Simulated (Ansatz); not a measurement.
# Mg (P-1) in Ansatz: reference runs

Reference runs on Mg: the cell as given.

Everything below comes from runs of Ansatz 0.2.0. Logs are shortened: lines on timing, memory, paths and dates and some standing lists are left out, and cuts for length are marked.

## (1) The cell of the first run

The typed cell holds 1 atom: a = 2.955 Å, b = 3.281 Å, c = 3.144 Å, α = 89.44°, β = 100.10°, γ = 126.22°.

This isn't the form of Mg at room conditions, which is hcp.

## (2) Single point, PBE (cell sheared at random, sigma 0.1, atoms nudged by 0.01 Å)

input.yaml

```yaml
crystal:
  lattice:
    - [2.92949232, -0.26826216, -0.27565493]
    - [-1.697068, 2.80757338, 0.01256469]
    - [-0.27516131, -0.14438198, 3.12876902]
  atoms:
    - { symbol: Mg, position: [0.0, 0.0, 0.0] }
kpoints:
  mp_grid: { grid: [11, 10, 9] }
scf:
  occupations: { method: fermi_dirac, width: 0.05 }
hamiltonian:
  xc: pbe
  pseudopotentials: { kind: all_electron, lapw: { basis_error: 0.001 } }
output:
  forces: true
  stress: true
  eigenvalues: true
  populations: true
```

Potentials or basis: all-electron LAPW, scalar-relativistic.

Command:

```sh
$ ansatz run input.yaml --threads 1 --pin off --max-ram 3072MiB --backend cpu --events-out ev --progress --plain --runs-dir out
```

What it wrote:

```text
Warning: RAYON_NUM_THREADS=1 ignored (pool sized by the plan → 1); use --threads N
Mg: projections on atomic orbitals take those of the free atom 1s2 2s2 2p6 3s2, of charge +0.00 (hamiltonian.pseudopotentials.projection_atoms)
LAPW: plane waves up to 6.266 Å⁻¹, error target 1.0e-3 eV per atom; small_component_spin mean_spin; Mg in spheres of 1.417 Å, 10 of its electrons in bands, Dirac shells [] (how accurate: hamiltonian.pseudopotentials.lapw.basis_error, Limitations)
Engine: ansatz 0.2.0, aarch64-unknown-linux-gnu
Pseudopotentials: kind: all_electron
Pseudopotential: Mg, LAPW, valence charge 10, lapw/all_electron/scalar/gaussian/Mg, Koelling and Harmon's equation, gaussian nucleus
Functional definition: PBE
  parameter kappa = 0.804
  parameter beta = 0.06672455060314922
  exchange = pbe_x(kappa = kappa, mu = beta*pi^2/3)
  correlation = pbe_c(beta = beta)
Crystal: 1 atoms, lattice volume = 24.035 Å³
Basis set: ecut = 149.57515541654814 eV, 97 PW (Γ), exchange–correlation at level 2
Bands: 9, of which v1, the nominal top of the filled ones, is band 5 counted from 1 (4 counted from 0)
Symmetry: 2 space group operations
Space group: P-1 (ITA 2), of the structure as read, at distance tolerance 2.9e-5 Å
k-points: 496 of 990
Non-local potential: Mg, projectors of the file, none
Initial density: superposition of atomic densities (chi_scale 0.1, normalization cell)
Initial wavefunctions: plane waves of lowest kinetic energy (no species holds an atomic orbital)
Functional: x = pbe(κ = 0.804, μ = 0.2195149727645171), c = pbe(β = 0.06672455060314922)
iter 1 solved again at ethr=2.71e-4 eV; its pass at ethr=1.00e-1 eV (dr2=2.71e-2 eV) is discarded
SCF iter   1: F=—  HF=-5451.128599 eV  |F-HF|=—  |Δ(HF+E_count)|=         —  Δρ=9.80e-3  dr2=2.70e-2  ethr=2.71e-4  ⟨swp⟩=3.0  Hψ=34428  notcnv=0
preconditioner: auto → none  [metal: Δε(μ)=0.020 eV  Ē_g=9.677 eV  σ=0.050 eV  W_gap=0.10  n_scr=4 (ndim 8)  ℏωp=10.7 eV  f_vac=0.000  D(μ)=0.65/eV (n_scr^D=2)  sad-step TF]
SCF iter   2: F=—  HF=-5451.123604 eV  |F-HF|=—  |Δ(HF+E_count)|=   5.00e-3  Δρ=6.71e-3  dr2=1.37e-2  ethr=2.70e-4  ⟨swp⟩=2.0  Hψ=11454  notcnv=0
iter 3 solved again at ethr=2.26e-6 eV; its pass at ethr=1.37e-4 eV (dr2=2.26e-4 eV) is discarded
SCF iter   3: F=—  HF=-5451.121347 eV  |F-HF|=—  |Δ(HF+E_count)|=   2.26e-3  Δρ=8.01e-4  dr2=2.25e-4  ethr=2.26e-6  ⟨swp⟩=2.0  Hψ=21083  notcnv=0
SCF iter   4: F=—  HF=-5451.121436 eV  |F-HF|=—  |Δ(HF+E_count)|=         —  Δρ=7.61e-5  dr2=1.81e-6  ethr=2.25e-6  ⟨swp⟩=2.0  Hψ=11452  notcnv=0
the basis was enlarged: its passes take 17.7 KiB over the memory plan, 1 of 1 planned eigensolver slots
SCF iter   5: F=-5451.121422 eV  HF=-5451.121422 eV  |F-HF|=6.85e-8  |Δ(HF+E_count)|=   1.40e-5  Δρ=1.49e-5  dr2=5.02e-8  ethr=1.81e-8  ⟨swp⟩=2.6  Hψ=11808  notcnv=0
SCF 1 converged in 5 iterations: F = -5451.121422 eV  dr2 = 5.02e-8
SCF converged after 5 iterations
Free energy (F): -5451.121422 eV
Harris-Foulkes:  -5451.121422 eV  (|F-HF|=6.85e-8)
Internal energy: -5451.116308 eV  (E = F + TS)
E sigma→0 (E₀):  -5451.118865 eV
Entropy (-TS):   -0.005114 eV (-5.114 meV/atom)
Fermi energy:    4.999516 eV
--- Per-component energies (eV) ---
  E_band       = -364.240175
  E_kinetic    = 5459.693873
  E_xc         = -447.519929
  E_electrostatic = -10463.290252  (all electrons and nuclei)
  E_smearing   = -0.005114  (= −TS)
  E_closure    = 0.000000  (closes the sum)
  E_atoms      = -5449.889430  (free atoms, spherical and without spin; not in F)
  Σ components = -5451.121422   (vs F -5451.121422, Δ=0.00e0)
  Basis errors (estimates in eV, not in F): energy 3.7e-4 per atom: plane waves 3.5e-4 (1.9e-4 summed), levels above the bands 5.5e-71, relativity 9.0e-10, radial functions 2.1e-5, core shells 7.9e-13; eigenvalues (radial functions only) 7.2e-6; not estimated: angular momenta, meshes, grids; target (lapw.basis_error) 1.0e-3; muffin-tin radii Mg 1.417 Å
--- Forces (eV/Å), atoms counted from 1 ---
  atom   1  Mg     0.00000000     0.00000000     0.00000000
  max |Σ_I F_I| component: 0.00e0 eV/Å
--- Stress (GPa, compression-positive) ---
        4.831147       4.472578      -2.579999
        4.472578       4.880439      -1.796182
       -2.579999      -1.796182      -1.679409
  P = ⅓ Tr σ = 2.6774 GPa (26.774 kbar)
--- Band table (eV; the first three rows and the last of 496) ---
  k-point 0: bands = ["-71.0515", "-37.8070", "-37.7794", "-37.7724", "-1.7286", "12.8652", "13.3303", "16.1183", "17.4580"]
  k-point 1: bands = ["-71.0513", "-37.8094", "-37.7792", "-37.7723", "-1.5329", "10.1814", "15.9043", "16.3881", "17.6953"]
  k-point 2: bands = ["-71.0509", "-37.8155", "-37.7789", "-37.7721", "-0.9488", "7.5213", "16.3190", "18.1135", "18.9041"]
  k-point 495: bands = ["-71.0443", "-37.8302", "-37.8021", "-37.8003", "2.5739", "8.5806", "9.5969", "14.3260", "15.6476"]
--- Löwdin populations: 1 site ---
  site symbol       q [e]
     0     Mg     11.4914
  spilling = 0.042383 (of n_electrons = 12.000000)
```

Run time: 13 s. Hardware: 1 thread of Arm Neoverse V1, shared host; peak memory 0.31 GiB.

What came out:

| Property | Result |
| --- | --- |
| Free energy | -5451.1214 eV |
| Pressure | 2.7 GPa |
| Band gap on the k mesh | none (metal or under the smearing width) |
